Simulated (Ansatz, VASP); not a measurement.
## MgSe: VASP beside Ansatz

```
CELL_PARAMETERS angstrom
0.00000 2.74355 2.74355
2.74355 0.00000 2.74355
2.74355 2.74355 0.00000
ATOMIC_POSITIONS crystal
Se 0.50000 0.50000 0.50000
Mg 0.00000 0.00000 0.00000
```

Change from the starting cell: volume scaled by 1.02.

Alike in both runs: task single point; functional PBE; k mesh 8 × 8 × 8; occupations fermi-dirac, width 0.05 eV; no spin polarisation.

|  | VASP | Ansatz |
| --- | --- | --- |
| version | VASP 6.6.1 | Ansatz 0.2.0 |
| potentials or method | VASP PAW PBE potentials, release 64 (Se, Mg) | Ansatz PAW |
| plane-wave cutoff (eV) | 520 | 420 |
| valence electrons in the cell | 8 | 26 |

|  | VASP | Ansatz | Ansatz less VASP |
| --- | --- | --- | --- |
| gap on the k mesh at the Fermi level (eV) | 1.77 | 1.79 | +0.023 |
| least direct gap on the mesh (eV) | 2.47 | 2.48 | +0.011 |
| pressure (GPa) | 0.6 | 0.7 | +0.12 |

The two sets of potentials don't hold the same shells in valence.

A k mesh can miss the band edges.
